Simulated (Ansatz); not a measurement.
## Pb in Ansatz: the effect of functional

Pb:

```xyz
2
Lattice="0.0000 3.5064 3.5064 3.5064 0.0000 3.5064 3.5064 3.5064 0.0000" Properties=species:S:1:pos:R:3 pbc="T T T"
Pb    1.7532    1.7532    1.7532
Pb    0.0000    0.0000    0.0000
```

This isn't the form of Pb at room conditions, which is fcc.

The cell isn't the ideal one: volume scaled by 1.06.

Alike in all runs:

```yaml
Program: Ansatz 0.2.0
Task: single point
Potentials_or_basis: Ansatz PAW
k_mesh: 7 × 7 × 7
Occupations: fermi-dirac, width 0.05 eV
Spin: no spin polarisation
```

| functional | cutoff | pressure (GPa) |
| --- | --- | --- |
| LDA | 420 eV (not typed: the program's choice for these potentials) | -2.2 |
| PBE | 420 eV (not typed: the program's choice for these potentials) | ? |
| PBEsol | 420 eV (not typed: the program's choice for these potentials) | -1.2 |
| r2SCAN | 500 eV (not typed: the program's choice for these potentials) | -0.7 |

**Question.** What does the run with functional PBE give?

**Answer.** Pressure 0.5 GPa.

Caveats: the PAW data sets come from PBE, with cores solved anew for the run's functional, which leaves a small shift of forces and pressure (some runs).
